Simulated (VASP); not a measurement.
# SnTe (Fm-3m) in VASP: further runs, part 2 of 2

VASP 6.6.1. Earlier steps stand in the parts before.

### 3 Relaxation of cell and atoms, PBE

This run uses another cell than the first one, of 39.40 Å³/atom, 1.260 times its volume.

Input file INCAR:

```
PREC     = Accurate       # precision mode
ENCUT    = 520            # plane-wave cutoff, eV
EDIFF    = 1E-7           # SCF threshold, eV
ISMEAR   = 0              # smearing method
SIGMA    = 0.02           # smearing width, eV
LREAL    = False          # projectors in reciprocal space
LASPH    = True           # aspherical terms in the spheres
NELM     = 100            # most SCF steps
ALGO     = Fast           # electronic algorithm
ISIF     = 3              # what is computed and relaxed
LWAVE    = False          # write WAVECAR
LCHARG   = False          # write CHGCAR
GGA      = PE             # functional
IBRION   = 2              # ionic algorithm
NSW      = 80             # ionic steps
EDIFFG   = -0.002         # ionic threshold
```

Input file KPOINTS:

```
regular mesh
0
Gamma
  2 2 2
```

Input file POSCAR:

```
SnTe                                    
1.0
   -0.0000000000      3.4028655801      3.4028655801
    3.4028655801     -0.0000000000      3.4028655801
    3.4028655801      3.4028655801     -0.0000000000
  Sn              Te            
     1     1
Direct
     0.0000000000000000    0.0000000000000000    0.0000000000000000
     0.5000000000000000    0.5000000000000000    0.5000000000000000
```

Potentials or basis: VASP PAW PBE potentials, release 64 (Sn_d, Te).

Command:

```sh
cat potpaw_PBE.64/Sn_d/POTCAR potpaw_PBE.64/Te/POTCAR > POTCAR
mpirun -np 1 vasp_std > vasp.out
```

OUTCAR:

```text
PREC = Accurate
   ENCUT = 520
   EDIFF = 1E-7
   ISMEAR = 0
   LREAL = False
   LASPH = True
   NELM = 100
   ISIF = 3
   GGA = PE
   IBRION = 2
   NSW = 80
   EDIFFG = -0.002

 ion  position               nearest neighbor table
   1  0.000  0.000  0.000-   2 3.40   2 3.40   2 3.40   2 3.40   2 3.40   2 3.40
   2  0.500  0.500  0.500-   1 3.40   1 3.40   1 3.40   1 3.40   1 3.40   1 3.40

  LATTYP: Found a face centered cubic cell.
 ALAT       =     6.8057311602

  Lattice vectors:

 A1 = (   0.0000000000,   3.4028655801,   3.4028655801)
 A2 = (   3.4028655801,   0.0000000000,   3.4028655801)
 A3 = (   3.4028655801,   3.4028655801,   0.0000000000)

Analysis of symmetry for initial positions (statically):
=====================================================================
 Subroutine PRICEL returns:
 Original cell was already a primitive cell.

 Routine SETGRP: Setting up the symmetry group for a
 face centered cubic supercell.

 Subroutine GETGRP returns: Found 48 space group operations
 (whereof 48 operations were pure point group operations)
 out of a pool of 48 trial point group operations.

The static configuration has the point symmetry O_h .

Analysis of symmetry for dynamics (positions and initial velocities):
=====================================================================
 Subroutine PRICEL returns:
 Original cell was already a primitive cell.

 Routine SETGRP: Setting up the symmetry group for a
 face centered cubic supercell.

 Subroutine GETGRP returns: Found 48 space group operations
 (whereof 48 operations were pure point group operations)
 out of a pool of 48 trial point group operations.

The dynamic configuration has the point symmetry O_h .

 Subroutine INISYM returns: Found 48 space group operations
 (whereof 48 operations are pure point group operations),
 and found     1 'primitive' translations

----------------------------------------------------------------------------------------

                                     Primitive cell

  volume of cell :      78.8069

  direct lattice vectors                    reciprocal lattice vectors
     0.000000000  3.402865580  3.402865580    -0.146934984  0.146934984  0.146934984
     3.402865580  0.000000000  3.402865580     0.146934984 -0.146934984  0.146934984
     3.402865580  3.402865580  0.000000000     0.146934984  0.146934984 -0.146934984

  length of vectors
     4.812378654  4.812378654  4.812378654     0.254498858  0.254498858  0.254498858

  position of ions in fractional coordinates (direct lattice)
     0.000000000  0.000000000  0.000000000
     0.500000000  0.500000000  0.500000000

  ion indices of the primitive-cell ions
   primitive index   ion index
                 1           1
                 2           2

[... 95 lines left out ...]
  ---------------------------------------------------
  ext. energy  EPLUGINS =         0.00000000
  ---------------------------------------------------
  free energy    TOTEN  =        -5.96836460 eV

  energy without entropy =       -5.96836460  energy(sigma->0) =       -5.96836460

------------------------ aborting loop because EDIFF is reached ----------------------------------------

  FORCE on cell =-STRESS in cart. coord.  units (eV):
  Direction    XX          YY          ZZ          XY          YZ          ZX
  --------------------------------------------------------------------------------------
  -------------------------------------------------------------------------------------
  Total       -0.0059030     -0.0059030     -0.0059030     -0.0000000      0.0000000      0.0000000
  in kB       -0.1200110     -0.1200110     -0.1200110     -0.0000000      0.0000000      0.0000000
  external PRESSURE =      -0.1200110 kB  Pullay stress =       0.0000000 kB

 VOLUME and BASIS-vectors are now :
 -----------------------------------------------------------------------------
  energy-cutoff  :      520.00
  volume of cell :       78.81
      direct lattice vectors                 reciprocal lattice vectors
     0.000000000  3.402865580  3.402865580    -0.146934984  0.146934984  0.146934984
     3.402865580  0.000000000  3.402865580     0.146934984 -0.146934984  0.146934984
     3.402865580  3.402865580  0.000000000     0.146934984  0.146934984 -0.146934984

 POSITION                                       TOTAL-FORCE (eV/Angst)
 -----------------------------------------------------------------------------------
      0.00000      0.00000      0.00000        -0.000000      0.000000     -0.000000
      3.40287      3.40287      3.40287         0.000000      0.000000      0.000000
 -----------------------------------------------------------------------------------
    total drift:                                0.000000      0.000000      0.000000

  FREE ENERGIE OF THE ION-ELECTRON SYSTEM (eV)
  ---------------------------------------------------
  free  energy   TOTEN  =        -5.9683646037 eV

  energy  without entropy=       -5.9683646037  energy(sigma->0) =       -5.96836460

--------------------------------------- Ionic step        2  -------------------------------------------

 number of electron      20.0000001 magnetization

 Free energy of the ion-electron system (eV)
  ---------------------------------------------------
  ext. energy  EPLUGINS =         0.00000000
  ---------------------------------------------------
  free energy    TOTEN  =        -5.96836658 eV

  energy without entropy =       -5.96836658  energy(sigma->0) =       -5.96836658

 E-fermi :   4.4123     XC(G=0):  -8.4177

 val. band max:        4.2528108835   @ k =   0.5000   0.0000   0.0000
 cond. band min:       4.5178717656   @ k =   0.5000   0.0000   0.0000
 fundamental gap:      0.2650608821
 Fermi energy:         4.4123220524

 k-point     1 :       0.0000    0.0000    0.0000
  band No.  band energies     occupation
      1     -17.9080      2.00000
      2     -17.9080      2.00000
      3     -17.9080      2.00000
      4     -17.8997      2.00000
      5     -17.8997      2.00000
      6      -6.6093      2.00000
      7      -1.0930      2.00000
      8       3.0673      2.00000
      9       3.0673      2.00000
     10       3.0673      2.00000
     11       7.1917      0.00000
     12       7.1917      0.00000
     13       7.1917      0.00000
     14       9.5878      0.00000
[... 20 lines left out ...]
      1     -17.9091      2.00000
      2     -17.9045      2.00000
      3     -17.9045      2.00000
      4     -17.9037      2.00000
      5     -17.8982      2.00000
      6      -5.5563      2.00000
      7      -2.1718      2.00000
      8       0.4254      2.00000
      9       1.8364      2.00000
     10       1.8364      2.00000
     11       7.4552      0.00000
     12       8.3137      0.00000
     13       8.3137      0.00000
     14       9.3600      0.00000

------------------------ aborting loop because EDIFF is reached ----------------------------------------

  FORCE on cell =-STRESS in cart. coord.  units (eV):
  Direction    XX          YY          ZZ          XY          YZ          ZX
  --------------------------------------------------------------------------------------
  -------------------------------------------------------------------------------------
  Total       -0.0004837     -0.0004837     -0.0004837     -0.0000000      0.0000000     -0.0000000
  in kB       -0.0098375     -0.0098375     -0.0098375     -0.0000000      0.0000000     -0.0000000
  external PRESSURE =      -0.0098375 kB  Pullay stress =       0.0000000 kB

 VOLUME and BASIS-vectors are now :
 -----------------------------------------------------------------------------
  energy-cutoff  :      520.00
  volume of cell :       78.77
      direct lattice vectors                 reciprocal lattice vectors
    -0.000000000  3.402381050  3.402381050    -0.146955909  0.146955909  0.146955909
     3.402381050  0.000000000  3.402381050     0.146955909 -0.146955909  0.146955909
     3.402381050  3.402381050  0.000000000     0.146955909  0.146955909 -0.146955909

 POSITION                                       TOTAL-FORCE (eV/Angst)
 -----------------------------------------------------------------------------------
      3.40238      3.40238      6.80476        -0.000000     -0.000000      0.000000
      3.40238      3.40238      3.40238         0.000000      0.000000     -0.000000
 -----------------------------------------------------------------------------------
    total drift:                                0.000000      0.000000      0.000000

  FREE ENERGIE OF THE ION-ELECTRON SYSTEM (eV)
  ---------------------------------------------------
  free  energy   TOTEN  =        -5.9683665798 eV

  energy  without entropy=       -5.9683665798  energy(sigma->0) =       -5.96836658

 reached required accuracy - stopping structural energy minimisation
```

Run time: 17 s. Hardware: 1 thread of Intel Xeon Platinum 8259CL at 2.50GHz (Skylake/Cascade Lake), shared host; peak memory 0.2 GiB.

What came out:

```yaml
Free_energy: -5.9684 eV
Relaxed_volume: 39.39 Å³/atom
Relaxed_cell: a = 4.812 Å, b = 4.812 Å, c = 4.812 Å, α = 60.00°, β = 60.00°, γ = 60.00°
Space_group_after_relaxing_to_0.05_Å: Fm-3m (No. 225)
Energy_gained_by_relaxing: 0.0 meV/atom
Ionic_steps: 2
Pressure_after_relaxing: 0.0 GPa
Band_gap_on_the_k_mesh: 0.27 eV, direct
```

Final structure:
```
Sn Te
1.0
     0.00000    3.40238    3.40238
     3.40238    0.00000    3.40238
     3.40238    3.40238    0.00000
Sn Te
1 1
Direct
  0.00000 0.00000 0.00000
  0.50000 0.50000 0.50000
```

Levels at points of the mesh, in eV from the valence-band top:
```
           k point  band 7  band 8  band 9  band 10  band 11  band 12  band 13  band 14
(0.00, 0.00, 0.00)   -5.35   -1.19   -1.19    -1.19     2.94     2.94     2.94     5.33
(0.50, 0.00, 0.00)   -7.36   -0.79   -0.79     0.00     0.27     0.66     0.66     7.59
(0.50, 0.50, 0.00)   -6.42   -3.83   -2.42    -2.42     3.20     4.06     4.06     5.11
```

Caveat: the k mesh is coarse (spacing up to 0.80 Å⁻¹), so the values aren't converged; spin-orbit coupling is left out, which moves the levels of the heavy elements.
